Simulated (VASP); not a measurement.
A run of VASP 6.6.1 is set up as follows.

File INCAR:

```
PREC = Accurate
ENCUT = 520
EDIFF = 1E-7
ISMEAR = 0
SIGMA = 0.03
LREAL = F
LASPH = T
NELM = 80
ALGO = Normal
ISIF = 2
LWAVE = F
LCHARG = F
METAGGA = R2SCAN
LMIXTAU = T
NBANDS = 11
```

The input KPOINTS:

```
Automatic mesh
0
Gamma
  10 10 10
```

The input POSCAR:

```
Si                                      
1.0
    0.0000000000      2.7178477094      2.7178477094
    2.7178477094      0.0000000000      2.7178477094
    2.7178477094      2.7178477094      0.0000000000
  Si            
     2
Direct
     0.7500000000000000    0.7500000000000000    0.7500000000000000
     0.5000000000000000    0.5000000000000000    0.5000000000000000
```

Contents of KPOINTS_OPT:

```
explicit points
302
Reciprocal
 0.0000000000  0.0000000000  0.0000000000 1
 0.0263157895  0.0000000000  0.0263157895 1
 0.0526315789  0.0000000000  0.0526315789 1
 0.0789473684  0.0000000000  0.0789473684 1
 0.1052631579  0.0000000000  0.1052631579 1
 0.1315789474  0.0000000000  0.1315789474 1
[... 294 lines left out ...]
 0.4893116000  0.0106884000  0.5000000000 1
 0.5106884000 -0.0106884000  0.5000000000 1
```

Potentials or basis: VASP PAW PBE potentials, release 64 (Si).

The run is started by

```console
$ cat potpaw_PBE.64/Si/POTCAR > POTCAR
$ mpirun -np 1 vasp_std > vasp.out
```

**Question.** What does it give for the pressure?

**Answer.** 0.2 GPa.

**Question.** Estimate the band gap on the k mesh.

**Answer.** 0.79 eV, indirect (least direct gap 2.76 eV).

Levels at the corners of the path, in eV from the valence-band top:
```tsv
point	band 1	band 2	band 3	band 4	band 5	band 6	band 7	band 8	band 9
Γ	-12.51	0.00	0.00	0.00	2.76	2.76	2.76	3.96	8.13
X	-8.15	-8.15	-3.00	-3.00	0.93	0.93	10.86	10.86	11.61
X	-8.15	-8.15	-3.00	-3.00	0.93	0.93	10.86	10.86	11.61
W	-7.98	-7.98	-4.01	-4.01	4.60	4.60	5.42	5.42	11.27
W	-7.98	-7.98	-4.01	-4.01	4.60	4.60	5.42	5.42	11.27
K	-8.59	-7.53	-4.48	-2.56	1.44	4.47	7.98	8.57	8.88
K	-8.59	-7.53	-4.48	-2.56	1.44	4.47	7.98	8.57	8.88
Γ	-12.51	0.00	0.00	0.00	2.76	2.76	2.76	3.96	8.13
Γ	-12.51	0.00	0.00	0.00	2.76	2.76	2.76	3.96	8.13
L	-10.06	-7.25	-1.27	-1.27	1.87	3.59	3.59	8.34	11.16
L	-10.06	-7.25	-1.27	-1.27	1.87	3.59	3.59	8.34	11.16
U	-8.59	-7.53	-4.48	-2.56	1.44	4.47	7.98	8.57	8.88
U	-8.59	-7.53	-4.48	-2.56	1.44	4.47	7.98	8.57	8.88
W	-7.98	-7.98	-4.01	-4.01	4.60	4.60	5.42	5.42	11.27
W	-7.98	-7.98	-4.01	-4.01	4.60	4.60	5.42	5.42	11.27
L	-10.06	-7.25	-1.27	-1.27	1.87	3.59	3.59	8.34	11.16
L	-10.06	-7.25	-1.27	-1.27	1.87	3.59	3.59	8.34	11.16
K	-8.59	-7.53	-4.48	-2.56	1.44	4.47	7.98	8.57	8.88
U	-8.59	-7.53	-4.48	-2.56	1.44	4.47	7.98	8.57	8.88
X	-8.15	-8.15	-3.00	-3.00	0.93	0.93	10.86	10.86	11.61
```

Caveat: the PAW data sets were made with another functional, which shifts forces and pressure a little. r2SCAN opens gaps a little over a GGA but as a rule still falls short of measured ones.
